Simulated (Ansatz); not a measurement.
# Ga: the cost of one run

Method: DFT PBE, scalar-relativistic, plane waves, PAW, in Ansatz 0.2.0.

## 1. The system as given

The structure is trigonal, space group R-3m (No. 166). The conventional cell has a = 3.173 Å, b = 3.173 Å, c = 23.001 Å, α = 90.00°, β = 90.00°, γ = 120.00°. Ga (site symmetry -3m) is surrounded by 12 Ga at 3.14 to 3.17 Å. Around Ga (site symmetry 3m) lie 12 Ga at 3.14 to 3.17 Å.

As a file:

```
Ga
1.0
     1.58640    0.91591    7.66696
    -1.58640    0.91591    7.66696
     0.00000   -1.83181    7.66696
Ga
3
Direct
  0.00000 0.00000 0.00000
  0.22222 0.22222 0.22222
  0.77778 0.77778 0.77778
```

This is candidate A: samarium (9R) type (R-3m, No. 166).

(A quick probe on a coarse mesh, which set the mesh and smearing, is not shown.)

## 3. A loose first relaxation (candidate A)

The input, input.yaml:

```yaml
crystal:
  lattice:
    - [1.5863967571, 0.9159065947, 7.6669559847]
    - [-1.5863967571, 0.9159065947, 7.6669559847]
    - [0.0, -1.8318131896, 7.6669559847]
  atoms:
    - { symbol: Ga, position: [0.0, 0.0, 0.0] }
    - { symbol: Ga, position: [0.22222, 0.22222, 0.22222] }
    - { symbol: Ga, position: [0.77778, 0.77778, 0.77778] }
basis:
  ecutwfc: 420
kpoints:
  mp_grid: { grid: [6, 6, 6] }
hamiltonian:
  xc: pbe
scf:
  occupations: { method: gaussian, width: 0.1 }
  lower_state_search: "off"
output:
  forces: true
  stress: true
  eigenvalues: true
relax:
  adjacent_minimum: "off"
  f_tol: 0.04
  max_steps: 70
  cell: { stress_tol: 0.4 }
```

What time and memory should one allow on 1 thread of an Arm CPU, shared host?

About 13 s, with a peak of 0.34 GiB.
